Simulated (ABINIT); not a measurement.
# Pb (Fm-3m) in ABINIT: notebook

The runs below take Pb through equation of state, with revPBE, HCTH407.

Program: ABINIT 10.8.3 (patched build). These are calculated values, not measurements. Logs are shortened: lines on timing, memory, paths and dates and some standing lists are left out, and cuts for length are marked. The log counts tension as positive stress, the text compression.

### 1 The structure

The structure is cubic, space group Fm-3m (No. 225). Conventional cell: a = 4.950 Å, b = 4.950 Å, c = 4.950 Å, α = 90.00°, β = 90.00°, γ = 90.00°. Around Pb (site symmetry m-3m) lie 12 Pb at 3.50 Å.

### 2 Equation of state, revPBE

Input file run.abi:

```
# Datasets: one volume each
ndtset 7
getwfk -1
scalecart1 3*0.9795861087
scalecart2 3*0.9864848297
scalecart3 3*0.9932883884
scalecart4 3*1.0000000000
scalecart5 3*1.0066227096
scalecart6 3*1.0131594038
scalecart7 3*1.0196128224

# Pseudopotentials
pp_dirpath "./"
pseudos "Pb.GGA_PBE-JTH.xml"

# Structure
acell 3*1.0 Angstrom
rprim
     0.0000000000     2.4750200000     2.4750200000
     2.4750200000     0.0000000000     2.4750200000
     2.4750200000     2.4750200000     0.0000000000
ntypat 1
znucl 82
natom 1
typat 1
xred
     0.0000000000     0.0000000000     0.0000000000

# Plane-wave basis
ecut 462.593566 eV
pawecutdg 34.0

# k points
kptopt 1
ngkpt 9 9 9
nshiftk 1
shiftk 0.0 0.0 0.0

# Exchange and correlation
ixc 14

# Bands and occupations
nband 11
occopt 3
tsmear 0.05 eV

# SCF cycle
nstep 100
tolvrs 1.0e-9

# Output
iomode 3
prtwf 1
prtden 0
prteig 0
prtebands 0
enunit 1
```

Potentials or basis: JTH PAW PBE v2.0.

Launch:

```console
$ abinit run.abi > log 2>&1
```

run.abo:

```text
.Version 10.8.3 of ABINIT
 DATASET    1 : space group Fm -3 m (#225); Bravais cF (face-center cubic)
================================================================================
 Values of the parameters that define the memory need for DATASET  1.
     intxc =       0    ionmov =       0      iscf =      17    lmnmax =      18
     lnmax =       6     mgfft =      27  mpssoang =       3    mqgrid =    3001
     natom =       1  nloc_mem =       2    nspden =       1   nspinor =       1
    nsppol =       1      nsym =      48    n1xccc =       1    ntypat =       1
    occopt =       3   xclevel =       2
       mpw =         652          nfft =       19683          nkpt =          35
 PAW method is used; the additional fine FFT grid is defined by:
   mgfftf=        36    nfftf =     46656
================================================================================
================================================================================
[... 71 lines left out ...]
 DATASET    7 : space group Fm -3 m (#225); Bravais cF (face-center cubic)
================================================================================
 Values of the parameters that define the memory need for DATASET  7.
     intxc =       0    ionmov =       0      iscf =      17    lmnmax =      18
     lnmax =       6     mgfft =      27  mpssoang =       3    mqgrid =    3001
     natom =       1  nloc_mem =       2    nspden =       1   nspinor =       1
    nsppol =       1      nsym =      48    n1xccc =       1    ntypat =       1
    occopt =       3   xclevel =       2
       mpw =         745          nfft =       19683          nkpt =          35
 PAW method is used; the additional fine FFT grid is defined by:
   mgfftf=        36    nfftf =     46656
================================================================================
================================================================================

--------------------------------------------------------------------------------
------------- Echo of variables that govern the present computation ------------
--------------------------------------------------------------------------------
 -outvars: echo values of preprocessed input variables --------
            acell      1.8897261259E+00  1.8897261259E+00  1.8897261259E+00 Bohr
              amu      2.07200000E+02
             ecut      1.70000000E+01 Hartree
           enunit           1
           getwfk          -1
              ixc          14
           jdtset        1    2    3    4    5    6    7
         kptrlatt        9    0    0      0    9    0      0    0    9
          kptrlen1     5.83146543E+01
          kptrlen2     5.87253344E+01
          kptrlen3     5.91303495E+01
          kptrlen4     5.95298910E+01
          kptrlen5     5.99241402E+01
          kptrlen6     6.03132689E+01
          kptrlen7     6.06974402E+01
            natom           1
            nband          11
           ndtset           7
            ngfft          27      27      27
          ngfftdg          36      36      36
[... 33 lines left out ...]
           tsmear      1.83746611E-03 Hartree
            typat      1
           useylm           1
            znucl       82.00000

================================================================================

 chkinp: Checking input parameters for consistency, jdtset=   1.

 chkinp: Checking input parameters for consistency, jdtset=   2.
[... 40 lines left out ...]
 getcut: wavevector=  0.0000  0.0000  0.0000  ngfft=  36  36  36
         ecut(hartree)=     34.000   => boxcut(ratio)=   2.11672

--- Pseudopotential description ------------------------------------------------
- pspini: atom type   1  psp file is ./Pb.GGA_PBE-JTH.xml
 Pseudopotential format is: paw10
 basis_size (lnmax)=  6 (lmn_size= 18), orbitals=   0   0   1   1   2   2
 Spheres core radius: rc_sph= 2.40264019
 Shapefunction is BESSEL type: shapef(r,l)=aa(1,l)*jl(q(1,l)*r)+aa(2,l)*jl(q(2,l)*r)
 Radius for shape functions =  2.00872932
 Compensation charge density is not taken into account in XC energy/potential

   3.29629720E+02                                ecore*ucvol(ha*bohr**3)
--------------------------------------------------------------------------------

================================================================================

--- !BeginCycle
iteration_state: {dtset: 1, }
solver: {iscf: 17, nstep: 100, nline: 4, wfoptalg: 10, }
tolerances: {tolvrs: 1.00E-09, }
...
[... 1153 lines left out ...]
-Cartesian components of stress tensor (GPa)         [Pressure= -1.1773E+00 GPa]
- sigma(1 1)=  1.17725516E+00  sigma(3 2)=  0.00000000E+00
- sigma(2 2)=  1.17725516E+00  sigma(3 1)=  0.00000000E+00
- sigma(3 3)=  1.17725516E+00  sigma(2 1)=  0.00000000E+00

== END DATASET(S) ==============================================================
================================================================================

 -outvars: echo values of variables after computation  --------
            acell      1.8897261259E+00  1.8897261259E+00  1.8897261259E+00 Bohr
           etotal1    -6.1150319132E+01
           etotal2    -6.1151281505E+01
           etotal3    -6.1151983132E+01
           etotal4    -6.1152551498E+01
           etotal5    -6.1152968565E+01
           etotal6    -6.1153226154E+01
           etotal7    -6.1153391561E+01
            fcart1    -0.0000000000E+00 -0.0000000000E+00 -0.0000000000E+00
            fcart2    -0.0000000000E+00 -0.0000000000E+00 -0.0000000000E+00
            fcart3    -0.0000000000E+00 -0.0000000000E+00 -0.0000000000E+00
            fcart4    -0.0000000000E+00 -0.0000000000E+00 -0.0000000000E+00
            fcart5    -0.0000000000E+00 -0.0000000000E+00 -0.0000000000E+00
            fcart6    -0.0000000000E+00 -0.0000000000E+00 -0.0000000000E+00
            fcart7    -0.0000000000E+00 -0.0000000000E+00 -0.0000000000E+00
            rprim1     0.0000000000E+00  2.4244952108E+00  2.4244952108E+00
                       2.4244952108E+00  0.0000000000E+00  2.4244952108E+00
                       2.4244952108E+00  2.4244952108E+00  0.0000000000E+00
[... 17 lines left out ...]
                       2.5235621277E+00  2.5235621277E+00  0.0000000000E+00
           strten1    -1.7465509260E-04 -1.7465509260E-04 -1.7465509260E-04
                       0.0000000000E+00  0.0000000000E+00  0.0000000000E+00
           strten2    -1.2761256555E-04 -1.2761256555E-04 -1.2761256555E-04
                       0.0000000000E+00  0.0000000000E+00  0.0000000000E+00
           strten3    -8.5444394639E-05 -8.5444394639E-05 -8.5444394639E-05
                       0.0000000000E+00  0.0000000000E+00  0.0000000000E+00
           strten4    -4.8125391622E-05 -4.8125391622E-05 -4.8125391622E-05
                       0.0000000000E+00  0.0000000000E+00  0.0000000000E+00
           strten5    -1.5239109246E-05 -1.5239109246E-05 -1.5239109246E-05
                       0.0000000000E+00  0.0000000000E+00  0.0000000000E+00
           strten6     1.3999345059E-05  1.3999345059E-05  1.3999345059E-05
                       0.0000000000E+00  0.0000000000E+00  0.0000000000E+00
           strten7     4.0014089733E-05  4.0014089733E-05  4.0014089733E-05
                       0.0000000000E+00  0.0000000000E+00  0.0000000000E+00
 Calculation completed.
```

It took 55 s on 1 thread of Arm Neoverse V1, shared host; peak memory 0.13 GiB.

What came out:

| Quantity | Value |
| --- | --- |
| Equilibrium volume | 32.95 Å³/atom (rough: see the caveat) |
| Bulk modulus | 29 GPa (rough) |

Energy against volume, from the lowest point:
```
volume (Å³/atom)  energy (meV/atom)
          28.503              83.61
          29.110              57.42
          29.716              38.33
          30.323              22.86
          30.929              11.51
          31.535               4.50
          32.142               0.00
```

Caveat: the cutoff is too short for stress, so the log's stress isn't used; pressures at fixed basis lie under the slope of the energies; the fit is doubtful: noisy points or a state that changes with volume; the minimum lies outside the volumes run; the PAW data sets were made with another functional, which shifts forces and pressure a little. Spin-orbit coupling is left out, which matters for the levels of Pb.

### 3 Equation of state, HCTH407

run.abi, as its differences from that of step 2:

```diff
@@ -1,2 +1 @@
-# Datasets: one volume each
 ndtset 7
@@ -11,3 +10,2 @@
 
-# Pseudopotentials
 pp_dirpath "./"
@@ -15,3 +13,2 @@
 
-# Structure
 acell 3*1.0 Angstrom
@@ -28,3 +25,2 @@
 
-# Plane-wave basis
 ecut 462.593566 eV
@@ -32,3 +28,2 @@
 
-# k points
 kptopt 1
@@ -38,6 +33,4 @@
 
-# Exchange and correlation
-ixc 14
+ixc 27
 
-# Bands and occupations
 nband 11
@@ -46,3 +39,2 @@
 
-# SCF cycle
 nstep 100
@@ -50,3 +42,2 @@
 
-# Output
 iomode 3
```

Potentials or basis: JTH PAW PBE v2.0.

Launch:

```console
$ abinit run.abi > log 2>&1
```

run.abo:

```text
.Version 10.8.3 of ABINIT
 DATASET    1 : space group Fm -3 m (#225); Bravais cF (face-center cubic)
================================================================================
 Values of the parameters that define the memory need for DATASET  1.
     intxc =       0    ionmov =       0      iscf =       7    lmnmax =      18
     lnmax =       6     mgfft =      27  mpssoang =       3    mqgrid =    3001
     natom =       1  nloc_mem =       2    nspden =       1   nspinor =       1
    nsppol =       1      nsym =      48    n1xccc =       1    ntypat =       1
    occopt =       3   xclevel =       2
       mpw =         652          nfft =       19683          nkpt =          35
 PAW method is used; the additional fine FFT grid is defined by:
   mgfftf=        36    nfftf =     46656
================================================================================
================================================================================
[... 71 lines left out ...]
 DATASET    7 : space group Fm -3 m (#225); Bravais cF (face-center cubic)
================================================================================
 Values of the parameters that define the memory need for DATASET  7.
     intxc =       0    ionmov =       0      iscf =       7    lmnmax =      18
     lnmax =       6     mgfft =      27  mpssoang =       3    mqgrid =    3001
     natom =       1  nloc_mem =       2    nspden =       1   nspinor =       1
    nsppol =       1      nsym =      48    n1xccc =       1    ntypat =       1
    occopt =       3   xclevel =       2
       mpw =         745          nfft =       19683          nkpt =          35
 PAW method is used; the additional fine FFT grid is defined by:
   mgfftf=        36    nfftf =     46656
================================================================================
================================================================================

--------------------------------------------------------------------------------
------------- Echo of variables that govern the present computation ------------
--------------------------------------------------------------------------------
 -outvars: echo values of preprocessed input variables --------
            acell      1.8897261259E+00  1.8897261259E+00  1.8897261259E+00 Bohr
              amu      2.07200000E+02
             ecut      1.70000000E+01 Hartree
           enunit           1
           getwfk          -1
             iscf           7
              ixc          27
           jdtset        1    2    3    4    5    6    7
         kptrlatt        9    0    0      0    9    0      0    0    9
          kptrlen1     5.83146543E+01
          kptrlen2     5.87253344E+01
          kptrlen3     5.91303495E+01
          kptrlen4     5.95298910E+01
          kptrlen5     5.99241402E+01
          kptrlen6     6.03132689E+01
          kptrlen7     6.06974402E+01
            natom           1
            nband          11
           ndtset           7
            ngfft          27      27      27
          ngfftdg          36      36      36
             nkpt          35
            nstep         100
             nsym          48
           ntypat           1
           occopt           3
        pawecutdg      3.40000000E+01 Hartree
         pawxcdev           0
           prtden           0
        prtebands           0
           prteig           0
            rprim1     0.0000000000E+00  2.4244952108E+00  2.4244952108E+00
                       2.4244952108E+00  0.0000000000E+00  2.4244952108E+00
                       2.4244952108E+00  2.4244952108E+00  0.0000000000E+00
            rprim2     0.0000000000E+00  2.4415696832E+00  2.4415696832E+00
                       2.4415696832E+00  0.0000000000E+00  2.4415696832E+00
                       2.4415696832E+00  2.4415696832E+00  0.0000000000E+00
            rprim3     0.0000000000E+00  2.4584086271E+00  2.4584086271E+00
                       2.4584086271E+00  0.0000000000E+00  2.4584086271E+00
                       2.4584086271E+00  2.4584086271E+00  0.0000000000E+00
            rprim4     0.0000000000E+00  2.4750200000E+00  2.4750200000E+00
                       2.4750200000E+00  0.0000000000E+00  2.4750200000E+00
                       2.4750200000E+00  2.4750200000E+00  0.0000000000E+00
            rprim5     0.0000000000E+00  2.4914113387E+00  2.4914113387E+00
                       2.4914113387E+00  0.0000000000E+00  2.4914113387E+00
                       2.4914113387E+00  2.4914113387E+00  0.0000000000E+00
            rprim6     0.0000000000E+00  2.5075897876E+00  2.5075897876E+00
                       2.5075897876E+00  0.0000000000E+00  2.5075897876E+00
                       2.5075897876E+00  2.5075897876E+00  0.0000000000E+00
            rprim7     0.0000000000E+00  2.5235621277E+00  2.5235621277E+00
                       2.5235621277E+00  0.0000000000E+00  2.5235621277E+00
                       2.5235621277E+00  2.5235621277E+00  0.0000000000E+00
          spgroup         225
           tolvrs      1.00000000E-09
           tsmear      1.83746611E-03 Hartree
            typat      1
           useylm           1
            znucl       82.00000

================================================================================

 chkinp: Checking input parameters for consistency, jdtset=   1.

 chkinp: Checking input parameters for consistency, jdtset=   2.
[... 40 lines left out ...]
 getcut: wavevector=  0.0000  0.0000  0.0000  ngfft=  36  36  36
         ecut(hartree)=     34.000   => boxcut(ratio)=   2.11672

--- Pseudopotential description ------------------------------------------------
- pspini: atom type   1  psp file is ./Pb.GGA_PBE-JTH.xml
 Pseudopotential format is: paw10
 basis_size (lnmax)=  6 (lmn_size= 18), orbitals=   0   0   1   1   2   2
 Spheres core radius: rc_sph= 2.40264019
 Shapefunction is BESSEL type: shapef(r,l)=aa(1,l)*jl(q(1,l)*r)+aa(2,l)*jl(q(2,l)*r)
 Radius for shape functions =  2.00872932
 Compensation charge density is not taken into account in XC energy/potential

   3.29629720E+02                                ecore*ucvol(ha*bohr**3)
--------------------------------------------------------------------------------

================================================================================

--- !BeginCycle
iteration_state: {dtset: 1, }
solver: {iscf: 7, nstep: 100, nline: 4, wfoptalg: 10, }
tolerances: {tolvrs: 1.00E-09, }
...
[... 1197 lines left out ...]
-Cartesian components of stress tensor (GPa)         [Pressure= -9.6968E-01 GPa]
- sigma(1 1)=  9.69675994E-01  sigma(3 2)=  0.00000000E+00
- sigma(2 2)=  9.69675994E-01  sigma(3 1)=  0.00000000E+00
- sigma(3 3)=  9.69675994E-01  sigma(2 1)=  0.00000000E+00

== END DATASET(S) ==============================================================
================================================================================

 -outvars: echo values of variables after computation  --------
            acell      1.8897261259E+00  1.8897261259E+00  1.8897261259E+00 Bohr
           etotal1    -6.1759121238E+01
           etotal2    -6.1760106644E+01
           etotal3    -6.1760834543E+01
           etotal4    -6.1761454400E+01
           etotal5    -6.1761940493E+01
           etotal6    -6.1762274015E+01
           etotal7    -6.1762533259E+01
            fcart1    -0.0000000000E+00 -0.0000000000E+00 -0.0000000000E+00
            fcart2    -0.0000000000E+00 -0.0000000000E+00 -0.0000000000E+00
            fcart3    -0.0000000000E+00 -0.0000000000E+00 -0.0000000000E+00
            fcart4    -0.0000000000E+00 -0.0000000000E+00 -0.0000000000E+00
            fcart5    -0.0000000000E+00 -0.0000000000E+00 -0.0000000000E+00
            fcart6    -0.0000000000E+00 -0.0000000000E+00 -0.0000000000E+00
            fcart7    -0.0000000000E+00 -0.0000000000E+00 -0.0000000000E+00
            rprim1     0.0000000000E+00  2.4244952108E+00  2.4244952108E+00
                       2.4244952108E+00  0.0000000000E+00  2.4244952108E+00
                       2.4244952108E+00  2.4244952108E+00  0.0000000000E+00
[... 17 lines left out ...]
                       2.5235621277E+00  2.5235621277E+00  0.0000000000E+00
           strten1    -1.5942311973E-04 -1.5942311973E-04 -1.5942311973E-04
                       0.0000000000E+00  0.0000000000E+00  0.0000000000E+00
           strten2    -1.1691250396E-04 -1.1691250396E-04 -1.1691250396E-04
                       0.0000000000E+00  0.0000000000E+00  0.0000000000E+00
           strten3    -7.9050425457E-05 -7.9050425457E-05 -7.9050425457E-05
                       0.0000000000E+00  0.0000000000E+00  0.0000000000E+00
           strten4    -4.6126627357E-05 -4.6126627357E-05 -4.6126627357E-05
                       0.0000000000E+00  0.0000000000E+00  0.0000000000E+00
           strten5    -1.7106259303E-05 -1.7106259303E-05 -1.7106259303E-05
                       0.0000000000E+00  0.0000000000E+00  0.0000000000E+00
           strten6     9.1267619661E-06  9.1267619661E-06  9.1267619661E-06
                       0.0000000000E+00  0.0000000000E+00  0.0000000000E+00
           strten7     3.2958617138E-05  3.2958617138E-05  3.2958617138E-05
                       0.0000000000E+00  0.0000000000E+00  0.0000000000E+00
 Calculation completed.
```

Wall time 94 s (1 thread of Arm Neoverse V1, shared host); peak memory 0.13 GiB.

What came out:

- Equilibrium volume: 34.41 Å³/atom (rough: see the caveat)
- Bulk modulus: 15.1 GPa (rough)

Energy against volume, from the lowest point:
| volume (Å³/atom) | energy (meV/atom) |
| --- | --- |
| 28.503 | 92.85 |
| 29.110 | 66.03 |
| 29.716 | 46.22 |
| 30.323 | 29.36 |
| 30.929 | 16.13 |
| 31.535 | 7.05 |
| 32.142 | 0.00 |

Caveat: the cutoff is too short for stress, so the log's stress isn't used; pressures at fixed basis lie under the slope of the energies; the fit is doubtful: noisy points or a state that changes with volume; the minimum lies outside the volumes run; the PAW data sets were made with another functional, which shifts forces and pressure a little. Spin-orbit coupling is left out, which matters for the levels of Pb.
